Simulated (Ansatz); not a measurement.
Phases of La at 0.16 GPa

Structure types of La are relaxed in primitive cells with their symmetry kept at 0.16 GPa, first on PAW files, then by LAPW. The enthalpy is E + pV at zero temperature, without zero-point motion. Only the types listed were tried, and differences under about 5 meV/atom are mesh noise. Not among the end structures: fcc, which may lie lower.

Computed with Ansatz 0.2.0; functional PBE, scalar-relativistic. Settings: Fermi–Dirac smearing of 0.08 eV, no spin polarisation. Methods: LAPW: all electrons, basis error target 0.5 meV/atom; PAW: frozen-core files, cutoff 420 eV.

k meshes: bcc 13×13×13, hcp 12×12×7, simple hexagonal 12×12×11, omega 6×6×9, sc 11×11×11.

Spin–orbit coupling is left out, which matters for the heavy atoms.

Question: Order the types by LAPW enthalpy, lowest first.
A. hcp
B. sc
C. omega
D. bcc
E. simple hexagonal

Answer: A (0 meV/atom), C (5 meV/atom), D (99 meV/atom), E (258 meV/atom), B (484 meV/atom).

```tsv
start type	ends as	a, b, c (Å)	V (Å³/atom)	H − H(lowest), LAPW (meV/atom)	same, PAW
bcc	bcc, Im-3m	4.220, 4.220, 4.220	37.59	98.5	98.8
hcp	hcp, P6_3/mmc	3.776, 3.776, 6.078	37.53	0.0	0.0
simple hexagonal	simple hexagonal, P6/mmm	3.493, 3.493, 3.478	36.75	257.6	256.9
omega	omega, P6/mmm	5.946, 5.946, 3.626	37.00	5.5	5.3
sc	sc, Pm-3m	3.317, 3.317, 3.317	36.48	483.6	482.6
```

Question: Would omega gain on hcp at higher pressure?

Answer: Yes: dH/dp = V, and its volume is smaller by 0.53 Å³/atom. Held constant, that would close the gap after about 1.7 GPa more, a rough figure, since the volume difference changes with pressure.
